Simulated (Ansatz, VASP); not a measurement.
**Two plane-wave programs on SiNi**

```
Ni Si
1.0
     0.00000    2.57462    2.57462
     2.57462    0.00000    2.57462
     2.57462    2.57462    0.00000
Ni Si
1 1
Direct
  0.00000 0.00000 0.00000
  0.25000 0.25000 0.25000
```

Alike in both runs: task single point; functional r2SCAN; k mesh 14 × 14 × 14; occupations gaussian, width 0.1 eV; no spin polarisation.

```csv
,VASP,Ansatz
version,VASP 6.6.1,Ansatz 0.2.0
potentials or method,"VASP PAW PBE potentials, release 64 (Ni, Si)","scalar-relativistic, plane waves, PAW"
plane-wave cutoff (eV),520,500
valence electrons in the cell,14,22
```

|  | VASP | Ansatz | Ansatz less VASP |
| --- | --- | --- | --- |
| gap on the k mesh at the Fermi level (eV) | none | none | - |
| pressure (GPa) | -2.5 | -2.5 | +0.02 |

A gap of «none» marks a metal or a gap that the smearing closes. The functional is the same, so the differences come from potentials, cutoffs and numerics. The two sets of potentials don't hold the same shells in valence.

Caveats: the PAW data sets were made with another functional, which shifts forces and pressure a little (VASP). Spin polarisation is off, so any magnetic state and its effect on volume and gap are missing.
